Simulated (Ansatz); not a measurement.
Born–Oppenheimer molecular dynamics of a periodic cell of 24 atoms, MoS2 (start crystal MoS2, start structure P6_3/mmc, volume 1.15 times the crystal's). It goes on from the last frame of an earlier run, with new velocities.

These are results of Ansatz 0.2.0, DFT PBE, scalar-relativistic, plane waves, PAW, not measurements. Settings: accuracy low, PAW set soft_1, cutoff 420 eV, k mesh 2x2x1, fermi-dirac smearing 0.36 eV, no spin polarisation.

```yaml
ensemble: NVT, Langevin thermostat
time_step: 1.5 fs
steps_asked: 300
set_temperature: 2520 K
friction: 0.01 /fs
seed: 185458
```

First frame:

```xyz
24
Lattice="-3.3002 -5.7162 0.0000 4.9503 -2.8581 0.0000 0.0000 0.0000 12.8866" Properties=species:S:1:pos:R:3
Mo -1.254 -4.337 3.950
Mo 2.952 -4.250 9.669
S 1.731 -3.232 7.409
S 1.630 -5.517 2.319
S 0.828 -3.938 10.574
S 0.282 -5.635 4.874
Mo 2.841 -3.658 1.989
Mo 1.215 -1.540 8.902
S 4.623 -2.958 9.200
S -2.379 -4.674 1.985
S 2.357 -3.235 12.706
S -0.446 -2.338 3.274
Mo 1.584 -1.160 3.724
Mo 4.112 -0.429 9.750
S 2.398 -0.095 7.657
S 2.980 -0.970 1.875
S 1.974 -1.175 10.886
S 2.428 -3.090 4.779
Mo 1.082 -7.418 3.682
Mo -1.441 -4.252 9.861
S 2.773 -5.645 7.983
S -4.180 -7.054 0.172
S 1.706 -6.909 11.816
S -2.468 -5.296 5.641
```

Problem. What does the run give?

Solution. The run went to its last step.

```yaml
steps_done: 300
time_covered: 450 fs
mean_temperature_over_the_second_half: 2223 K
spread_of_the_potential_energy_over_the_second_half: 47.6 meV per atom
mean_potential_energy_of_the_second_half_above_the_start: 41.6 meV per atom
```

The mean temperature of the second half is 12 % below the set value. A run of 0.45 ps of so small a system gives no equilibrium averages. Limits of this set-up: coarse k mesh, low accuracy level.

Problem. What happens to the structure?

Solution. Mean squared displacements from the first frame to the last, about the centre of mass: Mo 0.46 Å², S 0.77 Å². This is one draw of velocities; another would differ in detail.

Problem. How do temperature and energy run in time?

Solution. 
```
time (fs)  T (K)  potential energy less start (eV)
        0   2415                             0.000
     37.5   2360                             1.024
       75   2608                             1.542
    112.5   2841                             1.019
      150   3174                             0.117
    187.5   2331                             1.170
      225   2036                             1.957
    262.5   1605                             2.614
      300   1982                             2.520
    337.5   2427                             0.698
      375   2948                            -0.157
    412.5   2081                             0.263
      450   2235                             0.196
```

Time of the run: 39 min on 2 threads of Arm Neoverse V1, with other jobs on the host, peak memory 1.2 GiB.
